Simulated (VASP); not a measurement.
# A VASP 6.6.1 single-point calculation on PbS

INCAR

```
ENCUT = 520
NBANDS = 17
NSW = 0
ALGO = Fast
IBRION = -1
LWAVE = .FALSE.
NELM = 120
LREAL = .FALSE.
LCHARG = .FALSE.
SIGMA = 0.02
ISMEAR = -1
EDIFF = 1E-7
LASPH = .TRUE.
PREC = Accurate
ISIF = 2
GGA = PE
```

KPOINTS

```
KPOINTS created by Atomic Simulation Environment
0
Gamma
8 8 8
0 0 0
```

POSCAR

```
Pb S
 1.0000000000000000
     0.0000000000000000    2.8976156958999999    3.0101436214000001
     2.8976156958999999    0.0000000000000000    3.0101436214000001
     2.8976156958999999    2.8976156958999999    0.0000000000000000
 Pb  S
   1   1
Cartesian
  0.0000000000000000  0.0000000000000000  0.0000000000000000
  2.8976156958999999  2.8976156958999999  3.0101436214000001
```

The recommended PBE PAW datasets give the neutral cell 20 valence electrons.

Command

```
mpirun -np 1 vasp_std
```

OSZICAR

```
N       E                     dE             d eps       ncg     rms          rms(c)
DAV:   1     0.158003080236E+03    0.15800E+03   -0.97622E+03  2014   0.125E+03
DAV:   2     0.262687478454E+01   -0.15538E+03   -0.14944E+03  2229   0.319E+02
DAV:   3    -0.886658026527E+01   -0.11493E+02   -0.11398E+02  2634   0.911E+01
DAV:   4    -0.915095195206E+01   -0.28437E+00   -0.28412E+00  2610   0.154E+01
DAV:   5    -0.916127369000E+01   -0.10322E-01   -0.10321E-01  3032   0.280E+00    0.495E+00
RMM:   6    -0.869855514154E+01    0.46272E+00   -0.57251E-01  2501   0.399E+00    0.330E+00
RMM:   7    -0.869935587190E+01   -0.80073E-03   -0.19152E-01  3005   0.266E+00    0.197E+00
RMM:   8    -0.870369065428E+01   -0.43348E-02   -0.21958E-02  2359   0.136E+00    0.382E-01
RMM:   9    -0.870067575018E+01    0.30149E-02   -0.67460E-03  2706   0.759E-01    0.989E-02
RMM:  10    -0.870096180805E+01   -0.28606E-03   -0.24682E-03  3083   0.447E-01    0.370E-02
RMM:  11    -0.870103264864E+01   -0.70841E-04   -0.51598E-04  3090   0.172E-01    0.506E-02
RMM:  12    -0.870102704473E+01    0.56039E-05   -0.49265E-05  3306   0.551E-02    0.359E-02
RMM:  13    -0.870102845709E+01   -0.14124E-05   -0.83750E-06  3039   0.232E-02    0.437E-02
RMM:  14    -0.870101650594E+01    0.11951E-04   -0.22374E-05  2662   0.359E-02    0.354E-03
RMM:  15    -0.870101677139E+01   -0.26544E-06   -0.17845E-06  2822   0.112E-02    0.474E-03
RMM:  16    -0.870101672694E+01    0.44446E-07   -0.25410E-07  2015   0.494E-03
   1 F= -.87010167E+01 E0= -.87010047E+01  d E =-.240390E-04
```

From OUTCAR

```
k-points           NKPTS =     59   k-points in BZ     NKDIM =     59   number of bands    NBANDS=     17

   NELECT =      20.0000    total number of electrons

   dimension x,y,z NGX =    32 NGY =   32 NGZ =   30
   dimension x,y,z NGXF=    64 NGYF=   64 NGZF=   60

  energy-cutoff  :      520.00
  volume of cell :       50.55
      direct lattice vectors                 reciprocal lattice vectors
     0.000000000  2.897615696  3.010143621    -0.172555664  0.172555664  0.166105031
     2.897615696  0.000000000  3.010143621     0.172555664 -0.172555664  0.166105031
     2.897615696  2.897615696  0.000000000     0.172555664  0.172555664 -0.166105031

 k-points in reciprocal lattice and weights: KPOINTS created by Atomic Simulation Env
   0.00000000  0.00000000  0.00000000       0.002
   0.12500000  0.00000000  0.00000000       0.016
   0.25000000  0.00000000  0.00000000       0.016
   0.37500000  0.00000000  0.00000000       0.016
   0.50000000  0.00000000  0.00000000       0.008
   0.12500000  0.12500000  0.00000000       0.004
   0.25000000  0.12500000  0.00000000       0.016
   0.37500000  0.12500000  0.00000000       0.016
   ...

 E-fermi :   6.4170

 k-point     1 :       0.0000    0.0000    0.0000
  band No.  band energies     occupation
      1     -10.6342      2.00000
      2     -10.6342      2.00000
      3     -10.6336      2.00000
      4     -10.6267      2.00000
      5     -10.6033      2.00000
      6      -7.6488      2.00000
      7       0.2832      2.00000
      8       3.8068      2.00000
      9       3.8068      2.00000
     10       4.1054      2.00000
     11      10.9921      0.00000
     12      11.8600      0.00000
     13      11.8600      0.00000
     14      12.7446      0.00000
     15      12.9797      0.00000
     16      12.9797      0.00000
     17      14.7673      0.00000

 k-point     2 :       0.1250    0.0000    0.0000
  band No.  band energies     occupation
      1     -10.6374      2.00000
      2     -10.6323      2.00000
      3     -10.6301      2.00000
      4     -10.6198      2.00000
      5     -10.6065      2.00000
      6      -7.5091      2.00000
      7      -0.2342      2.00000
      8       3.8694      2.00000
      9       4.0082      2.00000
     10       4.3286      2.00000
     11      10.0136      0.00000
     12      10.7218      0.00000
     13      10.9761      0.00000
     14      12.8946      0.00000
     15      13.2338      0.00000
     16      13.3445      0.00000
     17      15.7693      0.00000

 k-point     3 :       0.2500    0.0000    0.0000
  band No.  band energies     occupation
      1     -10.6477      2.00000
      2     -10.6320      2.00000
      3     -10.6309      2.00000
      4     -10.6025      2.00000
      5     -10.5996      2.00000
      6      -7.1195      2.00000
      7      -1.3028      2.00000
      8       4.0432      2.00000
      9       4.1205      2.00000
     10       5.0335      2.00000
     11       8.4917      0.00000
     12       9.3655      0.00000
     13       9.6492      0.00000
     14      13.0798      0.00000
     15      14.1406      0.00000
     16      14.1586      0.00000
     17      17.7397      0.00000

 ...

  Total        1.9901925      1.9901925      0.2879883      0.0000000      0.0000000      0.0000000
  in kB       63.0822076     63.0822076      9.1282317      0.0000000      0.0000000      0.0000000
  external PRESSURE =      45.0975490 kB  Pullay stress =       0.0000000 kB

 POSITION                                       TOTAL-FORCE (eV/Angst)
 -----------------------------------------------------------------------------------
      0.00000      0.00000      0.00000        -0.000000      0.000000      0.000000
      2.89762      2.89762      3.01014         0.000000     -0.000000     -0.000000
 -----------------------------------------------------------------------------------
    total drift:                                0.000000     -0.000000     -0.000000

  FREE ENERGIE OF THE ION-ELECTRON SYSTEM (eV)
  ---------------------------------------------------
  free  energy   TOTEN  =        -8.7010167269 eV

  energy  without entropy=       -8.7009926879  energy(sigma->0) =       -8.70100471
```

It converged. Results: gap between bands v and c on the k mesh 0.20 eV; least direct gap on the k mesh 0.20 eV; pressure 4.5 GPa. Band v is the last that the valence electrons fill when counted band by band, and c is the next.

For comparison, a separate PBE run of the intended cell, on usual settings and not on those above, gives a gap of 0.20 eV on its mesh and a pressure of 4.5 GPa.

The run above took about 40 s on one core of a shared host (Intel Xeon Platinum 8488C) and held 0.2 GiB at most.
